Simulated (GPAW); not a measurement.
A run of GPAW 26.7.0:

Contents of run.py:

```python
from ase.dft.bandgap import bandgap
from ase.io import read, write
from ase.units import GPa
from gpaw import GPAW, PW

atoms = read('Ti.xyz')

calc = GPAW(mode=PW(600),
            xc='LDA',
            kpts={'size': (10, 10, 6), 'gamma': True},
            occupations={'name': 'fermi-dirac', 'width': 0.05},
            nbands=24,
            convergence={'density': 1e-05, 'energy': 1e-05},
            maxiter=150,
            txt='gpaw.txt')
atoms.calc = calc
energy = atoms.get_potential_energy()
forces = atoms.get_forces()
stress = atoms.get_stress()
calc.write('gs.gpw')
write('result.traj', atoms)
print(f'Energy: {energy:.6f} eV')
print('Forces (eV/A):')
print(forces.round(4))
print('Stress (GPa):', (stress / GPa).round(3))
print('Fermi level:', round(calc.get_fermi_level(), 4), 'eV')
print(f'Gap: {bandgap(calc)[0]:.4f} eV, direct: {bandgap(calc, direct=True)[0]:.4f} eV')

path = atoms.cell.bandpath('GMKGALHA,LM,KH', npoints=100, eps=1e-4)
bs_calc = calc.fixed_density(kpts=path, symmetry='off', nbands=35,
                             convergence={'bands': 'CBM+6.0', 'eigenstates': 1e-6}, txt='bands.txt')
bs = bs_calc.band_structure()
bs.write('bs.json')
print(f'Gap on the path: {bandgap(bs_calc)[0]:.4f} eV')
```

Ti.xyz

```xyz
2
Lattice="2.9500000000 0.0000000000 0.0000000000 -1.4750000000 2.5547749412 0.0000000000 0.0000000000 0.0000000000 4.6800000000" Properties=species:S:1:pos:R:3 pbc="T T T"
Ti     1.4750000001      0.8515916470      3.5100000000
Ti    -0.0000000001      1.7031832942      1.1700000000
```

Potentials or basis: the program's PAW data sets (release 1.2.1) made for this functional, pw.

The run is started by

```bash
$ OMP_NUM_THREADS=1 python run.py
```

Hardware: 1 thread of Intel(R) Xeon(R) Platinum 8488C (Sapphire Rapids) (shared host).

Estimate the wall time of this run.

It took 48 s on 1 thread of Intel(R) Xeon(R) Platinum 8488C (Sapphire Rapids), with other jobs on the host, peak memory 0.29 GiB. Counts: scf iterations 14, plane waves 1194, bands 24, k points 72.
